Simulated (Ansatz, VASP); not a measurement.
# SiC in VASP and in Ansatz

```
Si C
1.0
     3.04429    0.00000    0.00000
    -1.52215    2.63643    0.00000
     0.00000    0.00000    4.99711
Si C
2 2
Direct
  0.33333 0.66667 0.49959
  0.66667 0.33333 0.99959
  0.33333 0.66667 0.87541
  0.66667 0.33333 0.37541
```

Alike in both runs: task single point; functional r2SCAN; k mesh 9 × 9 × 4; no spin polarisation.

|  | VASP | Ansatz |
| --- | --- | --- |
| version | VASP 6.6.1 | Ansatz 0.2.0 |
| potentials or method | VASP PAW PBE potentials, release 64 (Si, C) | plane waves, PAW |
| plane-wave cutoff (eV) | 520 | 500 |
| occupations | gaussian, width 0.01 eV | fixed |
| valence electrons in the cell | 16 | 16 |

|  | VASP | Ansatz | Ansatz less VASP |
| --- | --- | --- | --- |
| gap on the k mesh at the Fermi level (eV) | 2.61 | 2.61 | -0.007 |
| pressure (GPa) | 7.2 | 7.4 | +0.21 |
| largest component of the traceless stress (GPa) | 0.13 | 0.15 | +0.016 |

Caveats: the PAW data sets were made with another functional, which shifts forces and pressure a little (VASP); an odd mesh through Γ misses points on the zone boundary, where band edges often lie. r2SCAN opens gaps a little over a GGA but as a rule still falls short of measured ones.
